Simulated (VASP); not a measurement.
```
CELL_PARAMETERS angstrom
      0.00000     2.56401     2.56401
      2.56401     0.00000     2.56401
      2.56401     2.56401     0.00000
ATOMIC_POSITIONS crystal
  In 0.99592 0.99624 0.00748
  N  0.25408 0.25376 0.24252
```

Method: PBE GGA, VASP's PBE PAW potentials (set 64) (plane waves; VASP). Numerical set-up: 400 eV cut-off, 9×9×9 Γ-centred mesh, Gaussian smearing of 0.14 eV, potentials In_d N.

At this cut-off the stress carries a Pulay error, which pulls relaxed volumes low.

### Question
The ions are relaxed. Give the cell that the relaxation ends in.

### Answer

```
CELL_PARAMETERS angstrom
      0.00000     2.56401     2.56401
      2.56401     0.00000     2.56401
      2.56401     2.56401     0.00000
ATOMIC_POSITIONS crystal
  In 0.00010 0.00003 0.00032
  N  0.24990 0.24997 0.24968
```
Space group F-43m (216), at a tolerance of 0.03 Å.

### Question
How much energy does the relaxation gain?

### Answer
The energy (σ→0) changes by -4.0 meV/atom, in 3 ionic steps.

```csv
step,E(σ→0) (eV),max force (eV/Å),pressure (GPa),volume (Å³)
1,-10.6586,0.333,-6.92,33.71
2,-10.6658,0.113,-6.99,33.71
3,-10.6667,0.022,-7.02,33.71
```

The structure comes from a computed database's InN entry; how it stands against other phases isn't given here. In the starting cell atoms are displaced from their ideal sites. This run relaxes the ions in a fixed cell. The run is one of a series of settings (EDIFFG = -0.1, IBRION = 2, NSW = 50 against the base run), some of them coarse on purpose.
